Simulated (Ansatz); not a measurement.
Crystal: HfN.

```
Hf N
1.0
     0.00000    2.45482    2.45482
     2.45482    0.00000    2.45482
     2.45482    2.45482    0.00000
Hf N
1 1
Direct
  0.00000 0.00000 0.00000
  0.25000 0.25000 0.25000
```

The cell comes from a database or a generator and needn't be the stable form of this composition.

Base run:

- Program: Ansatz 0.2.0
- Functional: PBEsol
- Potentials or basis: all-electron LAPW, scalar-relativistic
- Cutoff: 392 eV
- Density cutoff: 1568 eV
- Basis error allowed: 0.001 eV/atom
- k mesh: 9 × 9 × 9
- Occupations: fermi-dirac, width 0.05 eV
- Spin: no spin polarisation
- Hubbard terms: Hf d U = 8 eV

Its results: band gap on the k mesh none (metal or under the smearing width); pressure 7.6 GPa.

Q: The run is repeated on the same cell with these changes: hubbard terms from Hf d U = 8 eV to Hf d U = 2 eV. What comes out?

A: Band gap on the k mesh none (metal or under the smearing width); pressure -2.3 GPa.

Caveats: U is the effective U less J, on atomic orbitals that reach past the spheres; U without spin polarisation on a metal has little footing.

Not every run made on this cell is shown here.
